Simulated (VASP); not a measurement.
# Cl (Cmce) in VASP: notebook

The runs below take Cl through relaxation of cell and atoms, with PBE, r2SCAN.

Program: VASP 6.6.1. These are calculated values, not measurements. Logs are shortened: lines on timing, memory, paths and dates and some standing lists are left out, and cuts for length are marked.

## Step 1: The crystal as given

It takes space group Cmce (No. 64, orthorhombic). Conventional cell: a = 5.865 Å, b = 4.194 Å, c = 7.946 Å, α = 90.00°, β = 90.00°, γ = 90.00°. Cl (site symmetry m) has 1 Cl at 1.93 Å as nearest neighbours.

The cell was built by a generator and needn't be a form met in nature.

## Step 2: Relaxation of cell and atoms, PBE

Contents of INCAR:

```
  PREC = Accurate
  ENCUT = 600
  EDIFF = 1E-6
  ISMEAR = 0
  SIGMA = 0.03
  LREAL = False
  LASPH = True
  NELM = 80
  ALGO = Normal
  ISIF = 3
  LWAVE = False
  LCHARG = False
  GGA = PE
  IBRION = 2
  NSW = 90
  EDIFFG = -0.01
```

Contents of KPOINTS:

```
Automatic mesh
0
Gamma
  8 8 4
```

Contents of POSCAR:

```
Cl
1.0
    2.9327500000     -2.0968500000      0.0000000000
    2.9327500000      2.0968500000      0.0000000000
    0.0000000000      0.0000000000      7.9455000000
Cl
4
Direct
    0.8700000000      0.1300000000      0.1000000000
    0.6300000000      0.3700000000      0.6000000000
    0.1300000000      0.8700000000      0.9000000000
    0.3700000000      0.6300000000      0.4000000000
```

Potentials or basis: VASP PAW PBE potentials, release 64 (Cl).

Command:

```sh
cat potpaw_PBE.64/Cl/POTCAR > POTCAR
mpirun -np 1 vasp_std > vasp.out
```

OUTCAR:

```text
PREC = Accurate
   ENCUT = 600
   EDIFF = 1E-6
   ISMEAR = 0
   LREAL = False
   LASPH = True
   NELM = 80
   ISIF = 3
   GGA = PE
   IBRION = 2
   NSW = 90
   EDIFFG = -0.01

 ion  position               nearest neighbor table
   1  0.870  0.130  0.100-   3 1.93
   2  0.630  0.370  0.600-   4 1.93
   3  0.130  0.870  0.900-   1 1.93
   4  0.370  0.630  0.400-   2 1.93

  LATTYP: Found a base centered orthorhombic cell.
 ALAT       =     4.1937000000
 B/A-ratio  =     1.3986455874
 C/A-ratio  =     1.8946276558

  Lattice vectors:

 A1 = (  -2.9327500000,  -2.0968500000,   0.0000000000)
 A2 = (   2.9327500000,  -2.0968500000,   0.0000000000)
 A3 = (   0.0000000000,   0.0000000000,   7.9455000000)

Analysis of symmetry for initial positions (statically):
=====================================================================
 Subroutine PRICEL returns:
 Original cell was already a primitive cell.

 Routine SETGRP: Setting up the symmetry group for a
 base centered orthorhombic supercell.

 Subroutine GETGRP returns: Found  8 space group operations
 (whereof  4 operations were pure point group operations)
 out of a pool of  8 trial point group operations.

The static configuration has the point symmetry C_2h.
 The point group associated with its full space group is D_2h.

Analysis of symmetry for dynamics (positions and initial velocities):
=====================================================================
 Subroutine PRICEL returns:
 Original cell was already a primitive cell.

 Routine SETGRP: Setting up the symmetry group for a
 base centered orthorhombic supercell.

 Subroutine GETGRP returns: Found  8 space group operations
 (whereof  4 operations were pure point group operations)
 out of a pool of  8 trial point group operations.

The dynamic configuration has the point symmetry C_2h.
 The point group associated with its full space group is D_2h.

 Subroutine INISYM returns: Found  8 space group operations
 (whereof  4 operations are pure point group operations),
 and found     1 'primitive' translations

----------------------------------------------------------------------------------------

                                     Primitive cell

  volume of cell :      97.7223

  direct lattice vectors                    reciprocal lattice vectors
     2.932750000 -2.096850000  0.000000000     0.170488449 -0.238452917  0.000000000
     2.932750000  2.096850000  0.000000000     0.170488449  0.238452917  0.000000000
     0.000000000  0.000000000  7.945500000     0.000000000  0.000000000  0.125857404

  length of vectors
     3.605246522  3.605246522  7.945500000     0.293131549  0.293131549  0.125857404

  position of ions in fractional coordinates (direct lattice)
     0.870000000  0.130000000  0.100000000
     0.630000000  0.370000000  0.600000000
     0.130000000  0.870000000  0.900000000
     0.370000000  0.630000000  0.400000000

  ion indices of the primitive-cell ions
   primitive index   ion index
                 1           1
                 2           2
                 3           3
                 4           4

----------------------------------------------------------------------------------------

 KPOINTS: Automatic mesh

Automatic generation of k-mesh.
 Grid dimensions read from file:
 generate k-points for:    8    8    4

 Generating k-lattice:

  Cartesian coordinates                     Fractional coordinates (reciprocal lattice)
     0.021311056 -0.029806615  0.000000000     0.125000000  0.000000000  0.000000000
     0.021311056  0.029806615  0.000000000     0.000000000  0.125000000  0.000000000
     0.000000000  0.000000000  0.031464351     0.000000000  0.000000000  0.250000000

  Length of vectors
     0.036641444  0.036641444  0.031464351

  Shift w.r.t. Gamma in fractional coordinates (k-lattice)
     0.000000000  0.000000000  0.000000000

 Subroutine IBZKPT returns following result:
 ===========================================

 Found     63 irreducible k-points:

 Following reciprocal coordinates:
            Coordinates               Weight
  0.000000  0.000000  0.000000      1.000000
  0.125000 -0.000000  0.000000      4.000000
  0.250000 -0.000000  0.000000      4.000000
  0.375000 -0.000000  0.000000      4.000000
  0.500000 -0.000000  0.000000      2.000000
  0.125000  0.125000  0.000000      2.000000
[... 16 lines left out ...]
  0.125000 -0.000000  0.250000      8.000000
  0.250000 -0.000000  0.250000      8.000000
 [... further k-points ...]
   k-points           NKPTS =     63   k-points in BZ     NKDIM =     63   number of bands    NBANDS=     18
   number of dos      NEDOS =    301   number of ions     NIONS =      4
   total plane-waves  NPLWV =  57600
   dimension x,y,z NGX =    30 NGY =   30 NGZ =   64
   dimension x,y,z NGXF=    60 NGYF=   60 NGZF=  128
   ions per type =               4
   NGX,Y,Z   is equivalent  to a cutoff of  13.83, 13.83, 13.39 a.u.
   NGXF,Y,Z  is equivalent  to a cutoff of  27.67, 27.67, 26.78 a.u.
 SYSTEM =  unknown system
   PREC   = accura    normal or accurate (medium, high low for compatibility)
   ISTART =      0    job   : 0-new  1-cont  2-samecut
   ICHARG =      2    charge: 1-file 2-atom 10-const
   ISPIN  =      1    spin polarized calculation?
   LNONCOLLINEAR =      F non collinear calculations
   LSORBIT =      F    spin-orbit coupling
   LASPH  =      T    aspherical Exc in radial PAW
   ENCUT  =  600.0 eV  44.10 Ry    6.64 a.u.   7.20  7.20 15.87*2*pi/ulx,y,z
   NELM   =     80;   NELMIN=  2; NELMDL= -5     # of ELM steps
   EDIFF  = 0.1E-05   stopping-criterion for ELM
   LREAL  =      F    real-space projection
   EDIFFG = -.1E-01   stopping-criterion for IOM
   NSW    =     90    number of steps for IOM
   IBRION =      2    ionic relax: 0-MD 1-quasi-New 2-CG
   NFREE  =      1    steps in history (QN), initial steepest desc. (CG)
   ISIF   =      3    stress and relaxation
   ISYM   =      2    0-nonsym 1-usesym 2-fastsym
   POTIM  = 0.5000    time-step for ionic-motion
   TEBEG  =    0.0;   TEEND  =   0.0 temperature during run
   PSTRESS=    0.0 pullay stress
   NELECT =      28.0000    total number of electrons
   NUPDOWN=      -1.0000    fix difference up-down
   EMIN   =  10.00;   EMAX   =-10.00  energy-range for DOS
   EFERMI =   0.00;   METHOD = LEGACY
   ISMEAR =     0;   SIGMA  =   0.03  broadening in eV -4-tet -1-fermi 0-gaus
   EFERMI_NEDOS =   21; number of points for ismear=-14 and -15
   IALGO  =     38    algorithm
   IMIX   =      4    mixing-type and parameters
     AMIX     =   0.40;   BMIX     =  1.00
     AMIX_MAG =   1.60;   BMIX_MAG =  1.00
  volume/ion in A,a.u.               =      24.43       164.87
  Fermi-wavevector in a.u.,A,eV,Ry     =   1.079269  2.039522 15.848354  1.164821
  Thomas-Fermi vector in A             =   2.215229
   LORBIT       =      0    0 simple, 1 ext, 2 COOP (PROOUT), +10 PAW based schemes
   GGA     = PE    functional components
   LHFCALC =     F    Hartree Fock is set to
   AEXX    =    0.0000 exact exchange contribution
   IVDW    =     0    specifies the selected vdW correction
   LEPSILON=     F    determine dielectric tensor
   LRPA    =     F    only Hartree local field effects (RPA)
 conjugate gradient relaxation of ions
 non-spin polarized calculation
 Gauss-broadening in eV      SIGMA  =   0.03
  energy-cutoff  :      600.00
  volume of cell :       97.72
 maximum number of plane-waves:      3296
 NGX is ok and might be reduce to    30
   NGX = 15   NGY = 15   NGZ = 31

--------------------------------------- Ionic step        1  -------------------------------------------

 number of electron      27.9999998 magnetization

 Free energy of the ion-electron system (eV)
  ---------------------------------------------------
  ext. energy  EPLUGINS =         0.00000000
  ---------------------------------------------------
  free energy    TOTEN  =        -7.01277799 eV

  energy without entropy =       -7.01277799  energy(sigma->0) =       -7.01277799

------------------------ aborting loop because EDIFF is reached ----------------------------------------

  FORCE on cell =-STRESS in cart. coord.  units (eV):
  Direction    XX          YY          ZZ          XY          YZ          ZX
  --------------------------------------------------------------------------------------
  -------------------------------------------------------------------------------------
  Total        2.0577983      3.5003665      5.4806457      0.0000000      0.0000000      0.0000000
  in kB       33.7380319     57.3892392     89.8563292      0.0000000      0.0000000      0.0000000
  external PRESSURE =      60.3278667 kB  Pullay stress =       0.0000000 kB
[... 95 lines left out ...]
  FREE ENERGIE OF THE ION-ELECTRON SYSTEM (eV)
  ---------------------------------------------------
  free  energy   TOTEN  =        -7.1888158184 eV

  energy  without entropy=       -7.1888158184  energy(sigma->0) =       -7.18881582

 E-fermi :   0.2449     XC(G=0):  -8.1953

 val. band max:        0.1164992909   @ k =   0.5000  -0.0000   0.5000
 cond. band min:       2.5332818585   @ k =   0.0000   0.0000   0.0000
 fundamental gap:      2.4167825676
 Fermi energy:         0.2449321900

 k-point     1 :       0.0000    0.0000    0.0000
  band No.  band energies     occupation
      1     -16.5966      2.00000
      2     -16.3224      2.00000
      3     -12.7155      2.00000
      4     -11.9824      2.00000
      5      -5.3690      2.00000
      6      -4.3016      2.00000
[... 481 lines left out ...]
      5      -5.2314      2.00000
      6      -4.6366      2.00000
[... 10 lines left out ...]
     17       8.3588      0.00000
     18       8.5619      0.00000

 [... further k-points ...]

[... ionic steps 4 to 19 ...]

--------------------------------------- Ionic step       20  -------------------------------------------

 number of electron      28.0000003 magnetization

------------------------ aborting loop because EDIFF is reached ----------------------------------------
[... 71 lines left out ...]
--------------------------------------- Ionic step       22  -------------------------------------------

 number of electron      28.0000003 magnetization

 Free energy of the ion-electron system (eV)
  ---------------------------------------------------
  ext. energy  EPLUGINS =         0.00000000
  ---------------------------------------------------
  free energy    TOTEN  =        -7.38443105 eV

  energy without entropy =       -7.38443105  energy(sigma->0) =       -7.38443105

 E-fermi :  -1.4062     XC(G=0):  -6.9694

 val. band max:       -1.6117617023   @ k =   0.0000   0.0000   0.0000
 cond. band min:       0.8066257902   @ k =   0.0000   0.0000   0.0000
 fundamental gap:      2.4183874925
 Fermi energy:        -1.4062114213

 k-point     1 :       0.0000    0.0000    0.0000
  band No.  band energies     occupation
      1     -18.1666      2.00000
      2     -17.9512      2.00000
      3     -14.2692      2.00000
      4     -13.6588      2.00000
      5      -7.0082      2.00000
      6      -6.0382      2.00000
[... 481 lines left out ...]
      5      -6.8519      2.00000
      6      -6.3471      2.00000
[... 10 lines left out ...]
     17       5.6195      0.00000
     18       6.1696      0.00000

 [... further k-points ...]

------------------------ aborting loop because EDIFF is reached ----------------------------------------

  FORCE on cell =-STRESS in cart. coord.  units (eV):
  Direction    XX          YY          ZZ          XY          YZ          ZX
  --------------------------------------------------------------------------------------
  -------------------------------------------------------------------------------------
  Total        0.0207998      0.0275765     -0.0028374      0.0000000     -0.0000000      0.0000000
  in kB        0.2433833      0.3226791     -0.0332017      0.0000000     -0.0000000      0.0000000
  external PRESSURE =       0.1776202 kB  Pullay stress =       0.0000000 kB
[... 19 lines left out ...]
  FREE ENERGIE OF THE ION-ELECTRON SYSTEM (eV)
  ---------------------------------------------------
  free  energy   TOTEN  =        -7.3844310522 eV

  energy  without entropy=       -7.3844310522  energy(sigma->0) =       -7.38443105

 reached required accuracy - stopping structural energy minimisation
```

It took 9.7 min on 1 thread of Intel Xeon 6975P-C (Granite Rapids), shared host; peak memory 0.28 GiB.

What came out:

* Free energy: -7.3844 eV
* Relaxed volume: 34.23 Å³/atom
* Relaxed cell: a = 4.376 Å, b = 4.376 Å, c = 8.340 Å, α = 90.00°, β = 90.00°, γ = 59.04°
* Space group after relaxing (to 0.05 Å): Cmce (No. 64)
* Energy gained by relaxing: 92.9 meV/atom
* Ionic steps: 22
* Pressure after relaxing: 0.0 GPa
* Largest force after relaxing: 0.008 eV/Å
* Band gap on the k mesh: 2.42 eV, direct

Forces on the atoms (eV/Å):
```
Cl   0.000 -0.007 -0.005
Cl   0.000  0.007 -0.005
Cl   0.000  0.007  0.005
Cl   0.000 -0.007  0.005
```

Step by step:
```csv
step,energy change (eV),largest force (eV/Å),pressure (GPa),volume (Å³)
1,0.0000,1.6259,6.03,97.72
2,0.2179,1.8649,-3.62,111.27
3,-0.1760,0.3365,1.06,102.49
4,-0.1766,0.2774,1.24,102.26
5,-0.1766,0.2534,1.31,102.17
6,-0.2250,0.2158,0.99,105.52
7,-0.3157,0.1072,0.40,115.91
8,-0.3602,0.1651,0.18,138.17
9,-0.3301,0.6482,-1.22,142.43
10,-0.3616,0.0230,-0.09,138.87
11,-0.3616,0.0251,-0.09,138.85
12,-0.3629,0.0230,-0.07,138.42
13,-0.3660,0.0164,-0.03,137.10
14,-0.3687,0.0136,0.08,134.43
15,-0.3652,0.2637,-0.41,135.13
16,-0.3688,0.0421,-0.01,134.55
17,-0.3698,0.0301,0.01,134.86
18,-0.3714,0.0011,0.05,135.70
19,-0.3714,0.0057,0.06,135.93
20,-0.3703,0.1401,-0.23,137.18
21,-0.3715,0.0154,0.02,136.11
22,-0.3717,0.0085,0.02,136.92
```

Final structure:
```
Cl
1.0
     3.80760   -2.15579    0.00000
     3.80760    2.15579    0.00000
     0.00000    0.00000    8.34050
Cl
4
Direct
  0.88603 0.11397 0.10537
  0.61397 0.38603 0.60537
  0.11397 0.88603 0.89463
  0.38603 0.61397 0.39463
```

Caveat: the volume moved by over 15 % at a fixed basis, so the end points are rough. A k mesh can miss the band edges.

## Step 3: Relaxation of cell and atoms, PBE

This run uses another cell than the first one, of 34.23 Å³/atom, 1.401 times its volume.

INCAR: that of step 2 with these lines changed.

```diff
@@ -2,3 +2,3 @@
   ENCUT = 600
-  EDIFF = 1E-6
+  EDIFF = 1E-7
   ISMEAR = 0
@@ -15,2 +15,2 @@
   NSW = 90
-  EDIFFG = -0.01
+  EDIFFG = -0.005
```

KPOINTS is that of step 2.

Contents of POSCAR:

```
Cl                                      
1.0
    3.8075980092     -2.1557851806     -0.0000000000
    3.8075980092      2.1557851806      0.0000000000
    0.0000000000     -0.0000000000      8.3404951564
  Cl            
     4
Direct
     0.8860315101624757    0.1139684898375243    0.1053734652773435
     0.6139684898375243    0.3860315101624757    0.6053734652773436
     0.1139684898375243    0.8860315101624757    0.8946265347226564
     0.3860315101624757    0.6139684898375243    0.3946265347226565
```

Potentials or basis: VASP PAW PBE potentials, release 64 (Cl).

Command:

```sh
cat potpaw_PBE.64/Cl/POTCAR > POTCAR
mpirun -np 1 vasp_std > vasp.out
```

It took 6.2 min on 1 thread of Intel Xeon 6975P-C (Granite Rapids), shared host; peak memory 0.37 GiB.

Results (log left out):

```yaml
Free_energy: -7.3991 eV
Relaxed_volume: 35.37 Å³/atom
Relaxed_cell: a = 4.448 Å, b = 4.448 Å, c = 8.368 Å, α = 90.00°, β = 90.00°, γ = 58.70°
Space_group_after_relaxing_to_0.05_Å: Cmce (No. 64)
Energy_gained_by_relaxing: 0.3 meV/atom
Ionic_steps: 10
Pressure_after_relaxing: 0.0 GPa
Band_gap_on_the_k_mesh: 2.44 eV, direct
```

The path:
```csv
step,energy change (eV),largest force (eV/Å),pressure (GPa),volume (Å³)
1,0.0000,0.0095,0.05,136.92
2,-0.0001,0.0090,0.05,137.14
3,-0.0004,0.0064,0.04,137.81
4,-0.0007,0.0044,0.03,139.14
5,-0.0009,0.0145,0.00,141.82
6,-0.0009,0.0109,0.01,141.09
7,-0.0008,0.0549,-0.10,141.53
8,-0.0009,0.0063,-0.02,141.19
9,-0.0010,0.0047,-0.01,141.26
10,-0.0011,0.0006,0.00,141.46
```

Final structure:
```
Cl
1.0
     3.87690   -2.18024    0.00000
     3.87690    2.18024    0.00000
     0.00000    0.00000    8.36801
Cl
4
Direct
  0.88801 0.11199 0.10512
  0.61199 0.38801 0.60512
  0.11199 0.88801 0.89488
  0.38801 0.61199 0.39488
```

Levels at points of the mesh, in eV from the valence-band top:
```csv
k point,band 12,band 13,band 14,band 15,band 16,band 17
"(0.00, 0.00, 0.00)",-0.29,-0.19,0.00,2.44,3.16,6.21
"(0.50, 0.00, 0.00)",-0.49,-0.27,-0.27,2.99,2.99,7.96
"(0.50, 0.50, 0.00)",-0.80,-0.19,-0.03,2.52,3.10,8.45
"(0.00, 0.00, 0.50)",-0.55,-0.14,-0.14,2.74,2.74,6.76
"(0.50, 0.00, 0.50)",-0.35,-0.12,-0.12,2.83,2.83,8.12
"(0.50, 0.50, 0.50)",-0.58,-0.40,-0.40,2.77,2.77,9.02
```

A k mesh can miss the band edges. Expect the measured gap to be larger: semilocal functionals such as PBE lack the derivative discontinuity.

[end of part 1 of 2]
